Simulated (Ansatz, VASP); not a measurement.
This is a calculation of TePb for Ansatz 0.2.0.

File input.yaml:

```yaml
crystal:
  lattice:
    - [0.0, 3.231, 3.231]
    - [3.231, 0.0, 3.231]
    - [3.231, 3.231, 0.0]
  atoms:
    - { symbol: Pb, position: [0.0, 0.0, 0.0] }
    - { symbol: Te, position: [0.5, 0.5, 0.5] }
kpoints:
  mp_grid: { grid: [7, 7, 7] }
scf:
  occupations: { method: fermi_dirac, width: 0.05 }
hamiltonian:
  xc: pbe
  dispersion: d4
  pseudopotentials: { kind: all_electron, lapw: { basis_error: 0.001 } }
output:
  forces: true
  stress: true
relax:
  f_tol: 0.02
  max_steps: 60
  cell: {}
```

Potentials or basis: all-electron LAPW, scalar-relativistic.

Run with:

```console
$ ansatz run input.yaml --threads 1 --pin off --max-ram 3072MiB --backend cpu --events-out ev --progress --plain --runs-dir out
```

Question: Translate it to VASP 6.6.1. Potentials there: VASP PAW PBE potentials, release 64 (Pb_d, Te).

Answer: As run (the cutoff follows the program's own potentials):

File INCAR:

```
SYSTEM = TePb
ALGO = Normal ; EDIFF = 1E-6
EDIFFG = -0.02 ; ENCUT = 600
GGA = PE ; IBRION = 2
ISIF = 3 ; ISMEAR = -1
IVDW = 13 ; LASPH = .TRUE.
LCHARG = .FALSE. ; LREAL = .FALSE.
LWAVE = .FALSE. ; NELM = 80
NSW = 80 ; PREC = Accurate
SIGMA = 0.05
```

File KPOINTS:

```
k-points
0
G
  7 7 7
  0 0 0
```

File POSCAR:

```
TePb
1.0
    0.0000000000      3.2310000000      3.2310000000
    3.2310000000      0.0000000000      3.2310000000
    3.2310000000      3.2310000000      0.0000000000
Pb Te
1 1
Direct
    0.0000000000      0.0000000000      0.0000000000
    0.5000000000      0.5000000000      0.5000000000
```

Potentials or basis: VASP PAW PBE potentials, release 64 (Pb_d, Te).

The run is started by

```bash
$ cat potpaw_PBE.64/Pb_d/POTCAR potpaw_PBE.64/Te/POTCAR > POTCAR
$ mpirun -np 1 vasp_std > vasp.out
```

Both were run:

|  | VASP | Ansatz | Ansatz less VASP |
| --- | --- | --- | --- |
| relaxed volume (Å³/atom) | 33.86 | 33.90 | +0.040 |
| relaxed cell length with the largest relative difference (Å) | 4.575 | 4.577 | +0.0018 |

Ansatz ran all-electron here, so the differences hold the error of VASP's frozen core and of both bases.

Zero-point motion and thermal expansion aren't in these numbers. The runs have no spin-orbit coupling, so splittings on Pb, Te are missing.
